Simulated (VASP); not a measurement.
# TePb: electric field gradients with PBE

**The experiment to reproduce.**

A printed reference work, monograph reports, for a bulk crystal of TePb at 4.2 K: band gap 0.19 eV (direct).

TePb:

```
CELL_PARAMETERS angstrom
0.00000 3.22700 3.22700
3.22700 0.00000 3.22700
3.22700 3.22700 0.00000
ATOMIC_POSITIONS crystal
Te 0.50000 0.50000 0.50000
Pb 0.00000 0.00000 0.00000
```

```
Program                : VASP 6.6.1
Task                   : electric field gradients
Functional             : PBE
Potentials or basis    : VASP PAW PBE potentials, release 64 (Te, Pb_d)
Cutoff                 : 520 eV
k mesh                 : 10 × 10 × 10
Occupations            : fermi-dirac, width 0.03 eV
Spin                   : no spin polarisation
Dipole correction      : no
Further INCAR settings : ALGO = Normal; EDIFF = 1e-08; NBANDS = 17
```

```yaml
Pressure: 2.3 GPa
Band_gap_on_the_k_mesh: 0.73 eV, direct
```

Levels at points of the mesh, in eV from the valence-band top:
```
           k point  band 6  band 7  band 8  band 9  band 10  band 11  band 12  band 13  band 14  band 15
(0.00, 0.00, 0.00)  -12.05   -5.59   -1.36   -1.36    -1.36     4.08     4.08     4.08     5.79     5.79
(0.50, 0.00, 0.00)  -10.61   -8.61   -0.90   -0.90     0.00     0.73     1.26     1.26     8.39     9.24
(0.50, 0.50, 0.00)  -10.35   -7.30   -4.53   -2.82    -2.82     3.27     5.49     5.49     6.73    10.10
```

Run time: 42 s on 1 thread of Intel(R) Xeon(R) Platinum 8488C (Sapphire Rapids), on a shared host, peak memory 0.23 GiB.

Measured gap of TePb: 0.19 eV (direct; 4.2 K; a printed reference work, monograph). This calculation gives 0.73 eV (+0.54 eV). Spin-orbit coupling on Pb, Te is left out. The value is that of PBE on a finite k mesh, which can miss the band edges, without temperature or zero-point motion.

Caveat: without QUAD_EFG the Cq values of the log hold for a quadrupole moment of 1 mb, not for the nuclei; spin-orbit coupling is left out, which moves the levels of the heavy elements.
